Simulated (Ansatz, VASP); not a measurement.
# One calculation of CoH4, two programs

```
Co H
1.0
     2.55929    0.09776    0.00061
    -0.09529    2.55935    0.00073
    -0.38119   -0.39306    9.75060
Co H
2 8
Direct
  0.24812 0.22705 0.74992
  0.75188 0.77295 0.25008
  0.26408 0.74203 0.85237
  0.26756 0.78820 0.35252
  0.23618 0.75772 0.14764
  0.23216 0.71206 0.64749
  0.73592 0.25797 0.14763
  0.73244 0.21180 0.64748
  0.76382 0.24228 0.85236
  0.76784 0.28794 0.35251
```

Change from the starting cell: the structure that the rattled cell fell into.

Alike in both runs: functional PBE; k mesh 6 × 6 × 2; occupations gaussian, width 0.1 eV; no spin polarisation.

Ansatz relaxed the structure, and its values are those at the end. VASP's run is a single point on that final structure, the one shown.

```csv
,VASP,Ansatz
version,VASP 6.6.1,Ansatz 0.2.0
potentials or method,"VASP PAW PBE potentials, release 64 (Co, H)","scalar-relativistic, plane waves, PAW"
plane-wave cutoff (eV),520,420
valence electrons in the cell,26,42
```

VASP gave:

| Item | Value |
| --- | --- |
| gap on the k mesh at the Fermi level (eV) | none |
| pressure (GPa) | -0.3 |

**Question.** Estimate Ansatz's values.

**Answer.** gap on the k mesh at the Fermi level (eV): none; pressure (GPa): 0.0.

A gap of «none» marks a metal or a gap that the smearing closes. The two sets of potentials don't hold the same shells in valence.

Caveats: the k mesh is coarse (spacing up to 0.41 Å⁻¹), so the values aren't converged. Spin polarisation is off, so any magnetic state and its effect on volume and gap are missing.
